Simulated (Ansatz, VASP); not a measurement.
## Two plane-wave programs on Rh

```
Rh
1.0
     0.00000    1.92282    1.92282
     1.92282    0.00000    1.92282
     1.92282    1.92282    0.00000
Rh
1
Direct
  0.00000 0.00000 0.00000
```

Alike in both runs: task single point; functional LDA; k mesh 12 × 12 × 12; occupations fermi-dirac, width 0.05 eV; no spin polarisation.

```csv
,VASP,Ansatz
version,VASP 6.6.1,Ansatz 0.2.0
potentials or method,"VASP PAW LDA potentials, release 64 (Rh_pv)",Ansatz PAW
plane-wave cutoff (eV),520,420
valence electrons in the cell,15,17
```

Ansatz gave:

| Item | Value |
| --- | --- |
| gap on the k mesh at the Fermi level (eV) | none |
| pressure (GPa) | -19.3 |

Q: Estimate VASP's values.

A: gap on the k mesh at the Fermi level (eV): none; pressure (GPa): -18.5.

A gap of «none» marks a metal or a gap that the smearing closes. The two sets of potentials don't hold the same shells in valence.

Caveats: so large a pressure means that the cell lies far from this level's equilibrium, or that cutoff or potentials fall short (VASP); the PAW data sets come from PBE, with cores solved anew for the run's functional, which leaves a small shift of forces and pressure (Ansatz).
